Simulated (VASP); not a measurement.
# Si: relaxation of shape and atoms at fixed volume with PBE

The system is Si.

```xyz
2
Lattice="2.5567 0.0000 0.0000 -1.2784 2.2142 0.0000 0.0000 0.0000 4.9189" Properties=species:S:1:pos:R:3 pbc="T T T"
Si    0.0000    1.4761    1.2297
Si    1.2784    0.7381    3.6892
```

This isn't the form of Si at room conditions, which is diamond.

The cell isn't the ideal one: a relaxed cell with its volume scaled by 0.94.

| Item | Value |
| --- | --- |
| Program | VASP 6.6.1 |
| Task | relaxation of shape and atoms at fixed volume |
| Functional | PBE |
| Potentials or basis | VASP PAW PBE potentials, release 64 (Si) |
| Cutoff | 300 eV |
| k mesh | 6 × 6 × 3 |
| Occupations | gaussian, width 0.03 eV |
| Spin | no spin polarisation |
| Further INCAR settings | ALGO = Fast; EDIFF = 1e-07; IBRION = 2; EDIFFG = -0.01; NSW = 40; ISIF = 4 |

* Energy gained by relaxing: 0.4 meV/atom
* Ionic steps: 2
* Pressure after relaxing: 3.1 GPa
* Band gap on the k mesh: none (metal or under the smearing width)

The path:
```csv
step,energy change (eV),largest force (eV/Å),pressure (GPa)
1,0.0000,0.0000,3.58
2,-0.0008,0.0000,3.12
```

Final structure:
```xyz
2
Lattice="2.5635 0.0000 0.0000 -1.2818 2.2201 0.0000 0.0000 0.0000 4.8928" Properties=species:S:1:pos:R:3 pbc="T T T"
Si    0.0000    1.4801    1.2232
Si    1.2818    0.7400    3.6696
```

Levels at points of the mesh, in eV from the Fermi level:
```tsv
k point	band 1	band 2	band 3	band 4	band 5	band 6	band 7	band 8
(0.00, 0.00, 0.00)	-15.37	-10.38	-8.26	6.79	8.00	10.77	10.77	11.54
(0.50, 0.00, 0.00)	-8.24	-8.01	-3.59	-2.93	-1.86	-0.50	4.83	6.76
```

Wall time 4.8 s on 1 thread of Intel(R) Xeon(R) Platinum 8259CL CPU @ 2.50GHz (Skylake/Cascade Lake), with other jobs on the host, peak memory 0.11 GiB.

Caveat: the k mesh is coarse (spacing up to 0.47 Å⁻¹), so the values aren't converged; the cutoff is under 1.25 times the usual one of these potentials, so pressure, stress and relaxed cells hold a basis-set (Pulay) error.
